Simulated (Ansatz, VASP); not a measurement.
Two plane-wave programs on WS2 (Tungstenite)

```
W S
1.0
     3.22185    0.00000    0.00000
    -1.61092    2.79020    0.00000
     0.00000    0.00000   12.66449
W S
2 4
Cartesian
  1.6109 0.9301 9.4984
  0.0000 1.8601 3.1661
  1.6109 0.9301 4.7492
  0.0000 1.8601 11.0814
  1.6109 0.9301 1.5831
  0.0000 1.8601 7.9153
```

Alike in both runs: task single point; functional LDA; k mesh 10 × 10 × 3; occupations fermi-dirac, width 0.05 eV; no spin polarisation.

|  | VASP | Ansatz |
| --- | --- | --- |
| version | VASP 6.6.1 | Ansatz 0.2.0 |
| potentials or method | VASP PAW LDA potentials, release 64 (W_sv, S) | JTH PAW LDA |
| plane-wave cutoff (eV) | 520 | 1290 |
| valence electrons in the cell | 52 | 52 |

Ansatz gave:

- gap on the k mesh at the Fermi level (eV): 1.08
- least direct gap on the mesh (eV): 1.96
- pressure (GPa): -11.0
- largest component of the traceless stress (GPa): 0.79
- rms of the force components (eV/Å): 0.469

Task: Which values does VASP return?

Result: gap on the k mesh at the Fermi level (eV): 1.08; least direct gap on the mesh (eV): 1.97; pressure (GPa): -10.7; largest component of the traceless stress (GPa): 0.85; rms of the force components (eV/Å): 0.447.

Atom by atom the forces differ by 0.022 eV/Å (rms over components).

Caveats: spin-orbit coupling is left out, which moves the levels of the heavy elements; an odd mesh through Γ misses points on the zone boundary, where band edges often lie (VASP); odd divisions of the mesh miss points on the zone boundary, where band edges often lie, so the gap on the mesh can be too wide (Ansatz). As with any semilocal functional, this LDA gap is likely too small.
